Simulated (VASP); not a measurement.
A run of VASP 6.6.1:

Contents of INCAR:

```
SYSTEM = FeS2
ALGO = Normal
EDIFF = 1E-6
EDIFFG = -0.005
ENCUT = 420
GGA = PE
IBRION = 2
ISIF = 3
ISMEAR = 0
LASPH = .True.
LCHARG = .False.
LREAL = .False.
LWAVE = .False.
NELM = 150
NSW = 40
PREC = Accurate
SIGMA = 0.02
```

File KPOINTS:

```
k-points
0
Gamma
  6 6 6
  0 0 0
```

Contents of POSCAR:

```
FeS2
1.0
    5.4178000000      0.0000000000      0.0000000000
    0.0000000000      5.4178000000      0.0000000000
    0.0000000000      0.0000000000      5.4178000000
Fe S
4 8
Direct
    0.0000000000      0.0000000000      0.0000000000
    0.5000000000      0.0000000000      0.5000000000
    0.5000000000      0.5000000000      0.0000000000
    0.0000000000      0.5000000000      0.5000000000
    0.3848200000      0.3848200000      0.3848200000
    0.1151800000      0.6151800000      0.8848200000
    0.8848200000      0.1151800000      0.6151800000
    0.6151800000      0.8848200000      0.1151800000
    0.6151800000      0.6151800000      0.6151800000
    0.8848200000      0.3848200000      0.1151800000
    0.1151800000      0.8848200000      0.3848200000
    0.3848200000      0.1151800000      0.8848200000
```

Potentials or basis: VASP PAW PBE potentials, release 64 (Fe, S).

Launch:

```console
$ cat potpaw_PBE.64/Fe/POTCAR potpaw_PBE.64/S/POTCAR > POTCAR
$ mpirun -np 1 vasp_std > vasp.out
```

Hardware: 1 thread of Intel(R) Xeon(R) Platinum 8259CL CPU @ 2.50GHz (Skylake/Cascade Lake), with other jobs on the host.

**Question.** Estimate the wall time of this run.

**Answer.** Run time: 6.2 min on 1 thread of Intel(R) Xeon(R) Platinum 8259CL CPU @ 2.50GHz (Skylake/Cascade Lake), with other jobs on the host, peak memory 0.26 GiB. Counts: scf iterations 48, k points 24, ion steps 5.
